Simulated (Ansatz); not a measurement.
# Cd (Im-3m) in Ansatz: settings compared

The runs below take Cd through relaxation of cell and atoms, with LDA, PBE, PBEsol, RPBE, revPBE, BLYP.

All numbers are computed with Ansatz 0.2.0; they aren't measurements. Logs are shortened: lines on timing, memory, paths and dates and some standing lists are left out, and cuts for length are marked.

## 1. Starting point

The structure is cubic, space group Im-3m (No. 229). Conventional cell: a = 3.569 Å, b = 3.569 Å, c = 3.569 Å, α = 90.00°, β = 90.00°, γ = 90.00°. Cd (site symmetry m-3m) has 8 Cd at 3.09 Å as nearest neighbours.

This isn't the form of Cd at room conditions, which is hcp.

## 2. Relaxation of cell and atoms, LDA

File input.yaml:

```yaml
crystal:
  lattice:
    - [-1.784322, 1.784322, 1.784322]
    - [1.784322, -1.784322, 1.784322]
    - [1.784322, 1.784322, -1.784322]
  atoms:
    - { symbol: Cd, position: [0.0, 0.0, 0.0] }
hamiltonian:
  xc: lda
  pseudopotentials: { kind: paw }
kpoints:
  mp_grid: { grid: [10, 10, 10] }
scf:
  occupations: { method: fermi_dirac, width: 0.05 }
output:
  forces: true
  stress: true
  eigenvalues: true
relax:
  f_tol: 0.01
  max_steps: 40
  cell: { stress_tol: 0.05 }
```

Potentials or basis: Ansatz PAW.

Command:

```bash
$ ansatz run input.yaml --threads 2 --pin off --max-ram 5632MiB --backend cpu --events-out ev --progress --plain --runs-dir out
```

Standard output:

```text
Warning: RAYON_NUM_THREADS=2 ignored (pool sized by the plan → 2); use --threads N
Engine: ansatz 0.2.0, x86_64-unknown-linux-gnu
Pseudopotentials: kind: paw
Pseudopotential: Cd, paw, valence charge 20, recommended cutoff 420 eV (normal), Cd.paw.azcp
Functional definition: SPW92
  exchange = slater_x
  correlation = pw_c
Crystal: 1 atoms, lattice volume = 22.724 Å³
Basis set: ecut = 420 eV, 429 PW (Γ)
Bands: 14, of which v1, the nominal top of the filled ones, is band 10 counted from 1 (9 counted from 0)
Symmetry: 48 space group operations
Space group: Im-3m (ITA 229), of the structure as read, at distance tolerance 2.8e-5 Å
k-points: 47 of 1000
Non-local potential: Cd, projectors of the file, l = 0: 3, l = 1: 2, l = 2: 2, l = 3: 1
PAW form: soft (Blöchl's): semilocal exchange-correlation on the pseudo side does not see the compensation charge
PAW frozen core: Cd, regenerated for the run's functional, and the local potential with it (the file was generated under x = pbe(κ = 0.804, μ = 0.2195149727645171), c = pbe(β = 0.06672455060314922))
PAW one-centre angular grid: Cd, 590 points (default); XC on 64 Gauss nodes
Initial density: superposition of atomic densities (neutral atoms: chi_scale 0, normalization atom), corrected by the library's trained network
Initial wavefunctions: pseudopotential atomic-orbital guess
Functional: x = slater, c = lda
SCF iter   1: F=—  HF=-8117.766032 eV  |F-HF|=—  |Δ(HF+E_count)|=         —  Δρ=9.41e-3  dr2=1.30e-2  ethr=1.77e-3  ⟨swp⟩=5.4  Hψ=3375  notcnv=0
preconditioner: auto → Kerker (q_TF=auto, 2.671 Å⁻¹)  [metal: Δε(μ)=0.059 eV  Ē_g=16.088 eV  σ=0.050 eV  W_gap=0.29  n_scr=12 (ndim 8)  ℏωp=27.0 eV  f_vac=0.000  D(μ)=0.70/eV (n_scr^D=0)]
SCF iter   2: F=—  HF=-8117.762101 eV  |F-HF|=—  |Δ(HF+E_count)|=   3.93e-3  Δρ=3.14e-3  dr2=1.10e-3  ethr=6.50e-5  ⟨swp⟩=2.9  Hψ=1562  notcnv=0  defer=2
SCF iter   3: F=—  HF=-8117.761876 eV  |F-HF|=—  |Δ(HF+E_count)|=   2.24e-4  Δρ=1.07e-3  dr2=7.71e-5  ethr=5.50e-6  ⟨swp⟩=2.0  Hψ=879  notcnv=0  defer=2
SCF iter   4: F=—  HF=-8117.761928 eV  |F-HF|=—  |Δ(HF+E_count)|=   5.17e-5  Δρ=1.18e-4  dr2=3.56e-6  ethr=3.86e-7  ⟨swp⟩=1.9  Hψ=948  notcnv=0  defer=2
SCF iter   5: F=—  HF=-8117.761928 eV  |F-HF|=—  |Δ(HF+E_count)|=   1.06e-7  Δρ=3.01e-5  dr2=1.22e-7  ethr=1.78e-8  ⟨swp⟩=2.4  Hψ=906  notcnv=0  defer=2
SCF iter   6: F=-8117.761928 eV  HF=-8117.761928 eV  |F-HF|=5.55e-11  |Δ(HF+E_count)|=   4.40e-9  Δρ=3.09e-6  dr2=8.96e-10  ethr=5.00e-10  ⟨swp⟩=3.1  Hψ=1815  notcnv=0
SCF 1 converged in 6 iterations: F = -8117.761928 eV  dr2 = 8.96e-10
relax step   1: F+E_penalty+E_count = -8117.76192804 eV  Δ(F+E_penalty+E_count) = +0.000e0 eV  max|allowed force component| = 0.000e0 eV/Å  Δτ_max = 0.0000 Å  P = -5.042 GPa  Ω = 22.724 Å³  (6 SCF iters, dr2 threshold 1.00e-7 eV, accepted)
Crystal: 1 atoms, lattice volume = 20.447 Å³
Basis set: ecut = 420 eV, 381 PW (Γ)
Initial density: handed on by an earlier stage of this run
Initial wavefunctions: those handed on with the density
iter 1 solved again at ethr=4.42e-5 eV; its pass at ethr=3.10e-3 eV (dr2=8.83e-3 eV) is discarded
SCF iter   1: F=—  HF=-8117.811317 eV  |F-HF|=—  |Δ(HF+E_count)|=         —  Δρ=6.19e-3  dr2=9.16e-3  ethr=4.42e-5  ⟨swp⟩=1.0  Hψ=4570  notcnv=0
preconditioner: auto → none  [insulator: Δε(μ)=0.151 eV  Ē_g=16.890 eV  σ=0.050 eV  W_gap=0.58  n_scr=12 (ndim 8)  ℏωp=28.4 eV  f_vac=0.000  D(μ)=0.43/eV (n_scr^D=0)  ε∞_Penn≈3.8]
SCF iter   2: F=—  HF=-8117.808396 eV  |F-HF|=—  |Δ(HF+E_count)|=   2.92e-3  Δρ=2.78e-3  dr2=6.70e-4  ethr=4.42e-5  ⟨swp⟩=2.0  Hψ=1123  notcnv=0
SCF iter   3: F=—  HF=-8117.808119 eV  |F-HF|=—  |Δ(HF+E_count)|=   2.77e-4  Δρ=7.82e-4  dr2=9.30e-5  ethr=3.35e-6  ⟨swp⟩=2.1  Hψ=1053  notcnv=0
SCF iter   4: F=—  HF=-8117.808077 eV  |F-HF|=—  |Δ(HF+E_count)|=   4.18e-5  Δρ=1.41e-4  dr2=2.45e-6  ethr=4.65e-7  ⟨swp⟩=1.8  Hψ=884  notcnv=0
SCF iter   5: F=-8117.808076 eV  HF=-8117.808076 eV  |F-HF|=2.11e-9  |Δ(HF+E_count)|=   6.99e-7  Δρ=1.17e-5  dr2=1.39e-8  ethr=5.00e-10  ⟨swp⟩=2.3  Hψ=2469  notcnv=0
SCF 2 converged in 5 iterations: F = -8117.808076 eV  dr2 = 1.39e-8
relax step   2: F+E_penalty+E_count = -8117.80807647 eV  Δ(F+E_penalty+E_count) = -4.615e-2 eV  max|allowed force component| = 0.000e0 eV/Å  Δτ_max = 0.0000 Å  P = -0.720 GPa  Ω = 20.447 Å³  energy of the carried Pulay correction = +3.534e-4 eV  (5 SCF iters, dr2 threshold 1.00e-7 eV, accepted)
Crystal: 1 atoms, lattice volume = 20.112 Å³
iter 1 solved again at ethr=1.17e-6 eV; its pass at ethr=3.10e-3 eV (dr2=2.34e-4 eV) is discarded
SCF iter   1: F=—  HF=-8117.808582 eV  |F-HF|=—  |Δ(HF+E_count)|=         —  Δρ=9.92e-4  dr2=2.28e-4  ethr=1.17e-6  ⟨swp⟩=1.9  Hψ=4445  notcnv=0
preconditioner: auto → none  [insulator: Δε(μ)=0.175 eV  Ē_g=17.099 eV  σ=0.050 eV  W_gap=0.64  n_scr=12 (ndim 8)  ℏωp=28.7 eV  f_vac=0.000  D(μ)=0.40/eV (n_scr^D=0)  ε∞_Penn≈3.8]
SCF iter   2: F=—  HF=-8117.808510 eV  |F-HF|=—  |Δ(HF+E_count)|=   7.21e-5  Δρ=4.35e-4  dr2=1.59e-5  ethr=1.14e-6  ⟨swp⟩=2.0  Hψ=943  notcnv=0
SCF iter   3: F=—  HF=-8117.808530 eV  |F-HF|=—  |Δ(HF+E_count)|=   2.00e-5  Δρ=1.19e-4  dr2=2.08e-6  ethr=7.97e-8  ⟨swp⟩=2.0  Hψ=1055  notcnv=0
SCF iter   4: F=-8117.808529 eV  HF=-8117.808529 eV  |F-HF|=1.60e-8  |Δ(HF+E_count)|=   9.34e-7  Δρ=1.92e-5  dr2=4.13e-8  ethr=5.00e-10  ⟨swp⟩=3.2  Hψ=3007  notcnv=0
SCF 3 converged in 4 iterations: F = -8117.808529 eV  dr2 = 4.13e-8
relax step   3: F+E_penalty+E_count = -8117.80852903 eV  Δ(F+E_penalty+E_count) = -4.526e-4 eV  max|allowed force component| = 0.000e0 eV/Å  Δτ_max = 0.0000 Å  P = +0.363 GPa  Ω = 20.112 Å³  energy of the carried Pulay correction = +4.086e-4 eV  (4 SCF iters, dr2 threshold 1.00e-7 eV, accepted)
Crystal: 1 atoms, lattice volume = 20.223 Å³
iter 1 solved again at ethr=5.40e-8 eV; its pass at ethr=3.10e-3 eV (dr2=1.08e-5 eV) is discarded
SCF iter   1: F=—  HF=-8117.808641 eV  |F-HF|=—  |Δ(HF+E_count)|=         —  Δρ=3.31e-4  dr2=2.47e-5  ethr=5.40e-8  ⟨swp⟩=2.2  Hψ=4327  notcnv=0
eigensolver tolerance schedule calibrated: the retry pair's looser diagonalisation under-reported the residual by θ = 0.56 (0.12/decade); ethr = c·dr2/N_el runs at the constant in force after the calibration composes with the one it found (an armed cap, an earlier calibration), c = 7.1e-2
preconditioner: auto → none  [insulator: Δε(μ)=0.160 eV  Ē_g=17.075 eV  σ=0.050 eV  W_gap=0.61  n_scr=12 (ndim 8)  ℏωp=28.6 eV  f_vac=0.000  D(μ)=0.41/eV (n_scr^D=0)  ε∞_Penn≈3.8]
SCF iter   2: F=—  HF=-8117.808633 eV  |F-HF|=—  |Δ(HF+E_count)|=   8.07e-6  Δρ=1.39e-4  dr2=1.67e-6  ethr=5.40e-8  ⟨swp⟩=2.0  Hψ=1081  notcnv=0
SCF iter   3: F=—  HF=-8117.808632 eV  |F-HF|=—  |Δ(HF+E_count)|=   7.54e-7  Δρ=3.63e-5  dr2=1.86e-7  ethr=5.96e-9  ⟨swp⟩=2.0  Hψ=1057  notcnv=0
SCF iter   4: F=-8117.808632 eV  HF=-8117.808632 eV  |F-HF|=7.02e-10  |Δ(HF+E_count)|=   9.42e-8  Δρ=4.01e-6  dr2=1.86e-9  ethr=3.57e-10  ⟨swp⟩=4.1  Hψ=2325  notcnv=0
SCF 4 converged in 4 iterations: F = -8117.808632 eV  dr2 = 1.86e-9
relax step   4: F+E_penalty+E_count = -8117.80863177 eV  Δ(F+E_penalty+E_count) = -1.027e-4 eV  max|allowed force component| = 0.000e0 eV/Å  Δτ_max = 0.0000 Å  P = -0.012 GPa  Ω = 20.223 Å³  energy of the carried Pulay correction = +3.902e-4 eV  (4 SCF iters, dr2 threshold 1.00e-7 eV, accepted)
Initial wavefunctions: pseudopotential atomic-orbital guess (no wavefunctions were taken with the density)
iter 1 solved again at ethr=6.88e-9 eV; its pass at ethr=3.10e-3 eV (dr2=1.38e-6 eV) is discarded
SCF iter   1: F=—  HF=-8117.808181 eV  |F-HF|=—  |Δ(HF+E_count)|=         —  Δρ=2.07e-4  dr2=1.40e-6  ethr=6.88e-9  ⟨swp⟩=3.2  Hψ=5172  notcnv=0
preconditioner: auto → none  [insulator: Δε(μ)=0.161 eV  Ē_g=17.071 eV  σ=0.050 eV  W_gap=0.61  n_scr=12 (ndim 8)  ℏωp=28.6 eV  f_vac=0.000  D(μ)=0.41/eV (n_scr^D=0)  ε∞_Penn≈3.8]
SCF iter   2: F=—  HF=-8117.808180 eV  |F-HF|=—  |Δ(HF+E_count)|=   5.52e-7  Δρ=9.16e-5  dr2=3.89e-7  ethr=6.88e-9  ⟨swp⟩=2.0  Hψ=1081  notcnv=0
SCF iter   3: F=—  HF=-8117.808180 eV  |F-HF|=—  |Δ(HF+E_count)|=   2.14e-8  Δρ=3.31e-5  dr2=8.16e-8  ethr=1.95e-9  ⟨swp⟩=2.1  Hψ=925  notcnv=0
SCF iter   4: F=—  HF=-8117.808180 eV  |F-HF|=—  |Δ(HF+E_count)|=   2.82e-8  Δρ=3.81e-6  dr2=7.46e-10  ethr=4.08e-10  ⟨swp⟩=2.0  Hψ=1037  notcnv=0
SCF iter   5: F=-8117.808180 eV  HF=-8117.808180 eV  |F-HF|=1.82e-12  |Δ(HF+E_count)|=  1.76e-10  Δρ=6.70e-8  dr2=2.55e-13  ethr=1.00e-12  ⟨swp⟩=3.9  Hψ=2675  notcnv=0
SCF 5 converged in 5 iterations: F = -8117.808180 eV  dr2 = 2.55e-13
relax step   5: F+E_penalty+E_count = -8117.80818009 eV  Δ(F+E_penalty+E_count) = +4.517e-4 eV  max|allowed force component| = 0.000e0 eV/Å  Δτ_max = 0.0000 Å  P = -0.011 GPa  Ω = 20.223 Å³  stress off target by 1.08e-2 GPa  SCF on the basis re-selected at this cell (its energy is not comparable with the rows above)  (5 SCF iters)
basis re-selected at this cell: Δ(F+E_penalty+E_count) = +4.517e-4 eV, ΔP = +0.001 GPa vs the last step (what re-selecting the basis moved, of the pressure what is left beyond the Pulay correction that the steps carried, after the strain that the cell walked since its last selection, with what the two solves' SCF thresholds leave and, on support functions, any second-order correction that the steps lacked; it is no measure of the basis error at this ecutwfc). The dense FFT grid was sized anew with the basis: this SCF ran on 20×20×20 points, the steps before it on 24×24×24, so part of this shift can come from that change (see relax.cell in the input reference). This SCF's stress stands 1.08e-2 GPa from its target on what of the cell is left free (relax.cell.stress_tol is 5.00e-2 GPa) and its largest allowed force component is 0.00e0 eV/Å (relax.f_tol is 1.00e-2 eV/Å): within both
SCF converged after 5 iterations
Free energy (F): -8117.808180 eV
Harris-Foulkes:  -8117.808180 eV  (|F-HF|=1.82e-12)
Internal energy: -8117.804654 eV  (E = F + TS)
E sigma→0 (E₀):  -8117.806417 eV
Entropy (-TS):   -0.003526 eV (-3.526 meV/atom)
Fermi energy:    15.791311 eV
--- Per-component energies (eV) ---
  E_band       = -376.657013
  E_kinetic    = 505.896505
  E_local      = -2816.263043  (includes V_loc(G=0)·N_el)
  E_nonlocal   = 39.428752
  E_hartree    = 1328.103172
  E_xc         = -176.366708
  E_vxc        = -222.494730  (∫ρ·V_xc dr)
  E_paw        = -3946.114058  (= ΣΔE_a)
  E_vpaw       = -539.430827  (= ΣTr[D̂ρ^β])
  E_aug_tail   = 0.000012  (compensation charges beyond the density's cutoff)
  E_ewald      = -3053.255855
  E_core_change = 0.766569  (= ΣΔE_core)
  E_smearing   = -0.003526  (= −TS)
  E_closure    = 0.000000  (closes the sum)
  Σ components = -8117.808180   (vs F -8117.808180, Δ=0.00e0)
--- Forces (eV/Å), atoms counted from 1 ---
  atom   1  Cd    -0.00000000     0.00000000     0.00000000
  max |Σ_I F_I| component: 8.22e-32 eV/Å
--- Stress (GPa, compression-positive) ---
       -0.010754      -0.000000       0.000000
       -0.000000      -0.010754      -0.000000
       -0.000000       0.000000      -0.010754
  P = ⅓ Tr σ = -0.0108 GPa (-0.108 kbar)
--- Band table (eV; the first three rows and the last of 47) ---
  k-point 0: bands = ["-87.3340", "-48.4369", "-48.4369", "-48.4369", "6.1142", "6.1476", "6.1476", "6.1476", "6.9208", "6.9208", "30.6686", "30.6686", "30.6686", "32.8577"]
  k-point 1: bands = ["-87.3336", "-48.4419", "-48.4388", "-48.4368", "6.1085", "6.1234", "6.2582", "6.4350", "6.8863", "6.9227", "28.8580", "30.1761", "30.5759", "31.3702"]
  k-point 2: bands = ["-87.3324", "-48.4550", "-48.4439", "-48.4366", "6.0076", "6.0266", "6.5595", "6.8028", "6.9291", "7.4228", "24.9094", "28.4895", "29.0817", "30.3819"]
  k-point 46: bands = ["-87.3255", "-48.4785", "-48.4785", "-48.4785", "5.5344", "5.5344", "7.3177", "7.3177", "7.3177", "18.9959", "18.9959", "18.9959", "22.0220", "24.1818"]
--- Relaxed structure (4 steps of the walk, 4 accepted, 1 SCFs on fresh bases) ---
  F+E_penalty+E_count = -8117.80818009 eV   max|allowed force component| = 0.000e0 eV/Å   (the final SCF, on the basis selected at the relaxed cell)
  cell:  # Å, volume = 20.2235 Å³
    - [-1.7163210020511541, 1.7163210020511541, 1.7163210020511541]
    - [1.7163210020511541, -1.7163210020511541, 1.7163210020511541]
    - [1.7163210020511541, 1.7163210020511541, -1.7163210020511541]
  atoms:
    - { symbol: Cd, position: [0.0, 0.0, 0.0] }
```

Wall time 4 s (2 threads of Intel Xeon Platinum 8259CL at 2.50GHz (Skylake/Cascade Lake), shared host); peak memory 0.34 GiB.

What came out:

* Free energy: -8117.8082 eV
* Relaxed volume: 20.22 Å³/atom
* Relaxed cell: a = 2.973 Å, b = 2.973 Å, c = 2.973 Å, α = 109.47°, β = 109.47°, γ = 109.47°
* Space group after relaxing (to 0.05 Å): Im-3m (No. 229)
* Energy gained by relaxing: 46.3 meV/atom
* Ionic steps: 5
* Pressure after relaxing: 0.0 GPa
* Band gap on the k mesh: none (metal or under the smearing width)

Step by step:
| step | energy change (eV) | largest force (eV/Å) | volume (Å³) |
| --- | --- | --- | --- |
| 1 | 0.0000 | 0.0000 | 22.72 |
| 2 | -0.0461 | 0.0000 | 20.45 |
| 3 | -0.0466 | 0.0000 | 20.11 |
| 4 | -0.0467 | 0.0000 | 20.22 |
| 5 | -0.0463 | 0.0000 | 20.22 |

Final structure:
```
Cd
1.0
    -1.71632    1.71632    1.71632
     1.71632   -1.71632    1.71632
     1.71632    1.71632   -1.71632
Cd
1
Direct
  0.00000 0.00000 0.00000
```

Levels at points of the mesh, in eV from the Fermi level:
```
              k point  band 8  band 9  band 10  band 11  band 12  band 13
   (0.00, 0.00, 0.00)   -9.64   -8.87    -8.87    14.88    14.88    14.88
  (0.00, 0.00, -0.50)   -8.83   -8.34    -2.63    -1.00     9.46     9.86
(-0.50, -0.50, -0.50)   -8.47   -8.47     3.20     3.20     3.20     6.23
```

Caveat: the plane-wave basis is chosen anew once the cell has moved, so the energies of steps on either side of that aren't comparable; the PAW data sets come from PBE, with cores solved anew for the run's functional, which leaves a small shift of forces and pressure.

(Continued in part 2 of 3.)
